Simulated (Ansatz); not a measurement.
# Sc (diamond type): how the settings move a single-point run

Question: which choices in the input matter for Sc (diamond type)?

Method: reference: DFT, PBE, PAW with Ansatz's default frozen-core files, scalar-relativistic, in Ansatz 0.2.0.

## Step 1: The starting structure

It takes space group Fd-3m (No. 227, cubic). Conventional cell: a = 6.355 Å, b = 6.355 Å, c = 6.355 Å, α = 90.00°, β = 90.00°, γ = 90.00°. Around Sc (site symmetry -43m) lie 4 Sc at 2.75 Å.

As a file:

```
Sc
1.0
     0.00000    3.17747    3.17747
     3.17747    0.00000    3.17747
     3.17747    3.17747    0.00000
Sc
2
Direct
  0.87500 0.87500 0.87500
  0.12500 0.12500 0.12500
```

## Step 2: Reference

The input, input.yaml:

```yaml
crystal:
  lattice:
    - [0.0, 3.177473024, 3.177473024]
    - [3.177473024, 0.0, 3.177473024]
    - [3.177473024, 3.177473024, 0.0]
  atoms:
    - { symbol: Sc, position: [-0.125, -0.125, -0.125] }
    - { symbol: Sc, position: [0.125, 0.125, 0.125] }
kpoints:
  mp_grid: { grid: [12, 12, 12] }
scf:
  occupations: { method: fermi_dirac, width: 0.08 }
hamiltonian:
  xc: pbe
  pseudopotentials: { kind: paw }
output:
  forces: true
  stress: true
  eigenvalues: true
  populations: true
```

The run is started by

```console
$ ansatz run input.yaml --threads 1 --pin off --max-ram 2048MiB --backend cpu --events-out ev --progress --plain --runs-dir out
```

## Step 3: Changing settings: hubbard.sites [{species: Sc, l: d, u_eff: 3.0}], hubbard.double_counting amf

input.yaml, as its differences from that of step 2:

```diff
@@ -15,2 +15,3 @@
   pseudopotentials: { kind: paw }
+  hubbard: { sites: [{ species: Sc, l: d, u_eff: 3.0 }], double_counting: amf }
 output:
@@ -20 +21,5 @@
   populations: true
+  write_density: true
+  write_potential: true
+  elf: true
+  volumetric_format: npy
```

What does the calculation give? Wanted: for each run, ending; energy change; pressure; gap; force.

**Answer**, as computed:

```tsv
run	ending	energy change	pressure (GPa)	gap (eV)	force (eV/Å)	cycles	time
reference	converged	0	0.9	0.00	0.00	6	2.7 s
1: hubbard.sites [{species: Sc, l: d, u_eff: 3.0}], hubbard.double_counting amf	converged	-68.3 meV/atom (Hubbard term changed: no physical gain or loss)	0.2	0.00	0.00	8	4.1 s
```

Times don't compare one to one where runs were asked for different outputs or read a saved state (see the inputs); cycles may leave out searches for a lower state.

Residual by cycle in the longest SCF loop of each run; runs are numbered as in the table. The quantity is the density residual dr2, in eV.

```tsv
cycle	reference	run 1
1	0.0136	0.0208
2	0.00661	0.00872
3	2.0e-4	0.00544
4	1.0e-5	3.6e-4
5	6.6e-7	8.4e-5
6	1.5e-8	8.5e-6
7	-	1.0e-6
8	-	8.7e-8
```

Changing the Hubbard U and double counting of the Hubbard term moves the energy by -68.3 meV/atom, and the pressure goes from 0.9 to 0.2 GPa. The U term adds an energy of its own, so the shift says nothing about which run is better. A changed U is a change of model: its shifts are not errors of convergence.
